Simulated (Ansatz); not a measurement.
The calculation used DFT PBE, scalar-relativistic, plane waves, PAW (Ansatz 0.2.0). Settings: cutoff 420 eV, Γ-centred meshes spaced at most about 0.3 Å⁻¹ (2π included), Gaussian smearing. No spin polarisation.

The zero of energy is the elements' standard structures at the same level (O₂ as a molecule); no fitted shifts are applied.

All energies are static (0 K, no zero-point motion). Only the structures computed here compete, so a lower one can exist. These runs have no spin–orbit coupling, which can matter for Hf. Kohn–Sham gaps at this level usually fall short of measured ones.

A search for HfSi₂O₆ gave 4 distinct relaxed structures. Coordination counts O atoms around Hf and Si (those within 1.25 times the shortest such distance or 1.15 times the sum of covalent radii). Cells relaxed within their symmetry can be saddle points.

Task: Which structure of HfSi₂O₆ came out lowest?

Result: The one with space group C2 (No. 5), reached from: a relaxed cell, shaken at random and relaxed again. It has a = 9.911 Å, b = 5.016 Å, c = 5.885 Å, β = 91.7°, 16.2 Å³/atom, a gap of 5.03 eV on the mesh. Hf is surrounded by 4 O at 1.94–1.96 Å; around Si lie 4 O at 1.63–1.64 Å; O on its first site is surrounded by 1 Si at 1.63 Å and 1 Hf at 1.94 Å; around O on its second site lie 2 Si at 1.64 Å; 1 more site not described. Its energy over the elements is −2.936 eV/atom. Whether it is stable depends on the other phases of the system, which aren't compared here. An observed structure of this formula, if there is one, may be missing.

```xyz
9
Lattice="4.9554 -2.5079 0.0000 4.9554 2.5079 0.0000 -0.1765 0.0000 5.8822" Properties=species:S:1:pos:R:3 pbc="T T T"
Hf    4.9554    0.2067    0.0000
Si    7.3470    1.1716    3.8539
Si    2.3873    1.1716    2.0283
O     6.0156   -0.9080    1.1899
O     2.2029   -0.3756    2.5404
O     3.7186   -0.9080    4.6923
O     3.7067    1.2606    1.0743
O     7.5313   -0.3756    3.3418
O     6.0276    1.2606    4.8079
```

Task: How much higher is the I4/mmm structure with 9.1 Å³/atom and coordination Hf 8, Si 8 (reached from: Hf and Si ordered on fluorite sites)?

Result: 0.95 eV/atom. Its gap on the mesh is 0.38 eV.

Task: How much higher is the C222 structure with 17.3 Å³/atom and coordination Hf 4, Si 4 (reached from: Hf/Si ordered on a cell of SiO2)?

Result: 7 meV/atom. Its gap on the mesh is 4.94 eV.

Some structure types and database cells were kept out of the candidates from the start, so a known form may be missing.
